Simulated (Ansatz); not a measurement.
fluorite-structured SrCl2

Computed with Ansatz (plane waves, PAW, 420 eV cutoff): PBEsol, scalar-relativistic, no spin polarisation, Γ-centred 8×8×8 mesh. The datasets are Ansatz's generated set soft_2.

```
Sr Cl
1.0
     0.00000    3.45363    3.45363
     3.45363    0.00000    3.45363
     3.45363    3.45363    0.00000
Sr Cl
1 2
Direct
  0.00000 0.00000 0.00000
  0.25000 0.25000 0.25000
  0.75000 0.75000 0.75000
```

The start was a prototype's sites filled with these elements; the Crystallography Open Database holds the compound in this structure.

Problem. What is the high-frequency dielectric tensor ε∞ (density-functional perturbation theory, local fields included)?

Solution. 3.02 (isotropic)

Problem. What is the static dielectric tensor, the lattice's part included?

Solution. 7.80 (isotropic)

Problem. Give the Born effective charges (a third of the trace, site by site).

Solution. Sr 2.49; Cl -1.25 e.

Problem. List the optical modes at the zone centre without the LO–TO term, with degeneracy and infrared intensity.

Solution. 
```csv
ω (cm⁻¹),degeneracy,IR intensity ((D/Å)²/u)
141,3,10.98
180,3,0.00
```

Problem. Where do the optical modes lie for q → 0 along (0.00, 1.00, 0.00), with the long-range field?

Solution. 141 (×2), 180 (×3), 226 cm⁻¹.

An ε∞ of 3.02 means a refractive index of √ε∞ = 1.74 below the gap, far above the lattice modes.

With one infrared-active mode the Lyddane–Sachs–Teller relation ties the modes to the static constant, ε0 = 7.80, which is built from the same mode and Born charges: ω_LO = ω_TO √(ε0/ε∞) = 140.8 × √(7.80/3.02) = 226 cm⁻¹, and the run has a mode at 226 cm⁻¹.

The mean Born charge of Sr is 2.49 against a formal +2. It exceeds the formal charge because moving the ion changes its mixing with the anions' p states, and electrons flow along the bond.

Semilocal functionals make the gap too small and so ε∞ somewhat too large.
